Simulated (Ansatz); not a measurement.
MoP under changes of volume

One of the cells (14.353 Å³/atom); the others are scaled copies at fixed shape and fractional positions:

```
Mo P
1.0
     3.22300    0.00000    0.00000
    -1.61150    2.79120    0.00000
     0.00000    0.00000    3.19100
Mo P
1 1
Direct
  0.00000 0.00000 0.00000
  0.33333 0.66667 0.50000
```

| Quantity | Value |
| --- | --- |
| Program | Ansatz 0.2.0 |
| Functional | HSE03 |
| Potentials or basis | Ansatz PAW |
| Cutoff | 420 eV (not typed: the program's choice for these potentials) |
| k mesh | 5 × 5 × 4 |
| Occupations | fermi-dirac, width 0.05 eV |
| Spin | no spin polarisation |

```tsv
volume (Å³/atom)	energy over the lowest point (meV/atom)	pressure (GPa)
13.492	24.63	12.9
13.779	7.09	6.8
14.066	0.00	1.3
14.353	2.28	-3.7
14.640	?	?
14.927	31.20	-12.1
15.214	56.17	-15.7
```

**Question.** What does the run at 14.640 Å³/atom give?

**Answer.** Energy over the lowest point 12.97 meV/atom; pressure -8.1 GPa.

Worked out: A Birch-Murnaghan fit of order 3 (a polynomial in V^(-2/3)) to the other rows has its minimum at 14.14 Å³/atom with B0 = V·E''(V) = 251 GPa and B' = 4.4 at fixed shape and positions, which overstates the stiffness. It gives 12.97 meV/atom at 14.640 Å³/atom, against the run's 12.97, and -dE/dV = -8.1 GPa, against -8.1.

Energies are extrapolated to zero smearing.

Caveats: all runs use coarse meshes; the PAW data sets come from PBE, with cores solved anew for the run's functional, which leaves a small shift of forces and pressure; the thresholds are loose for stress.
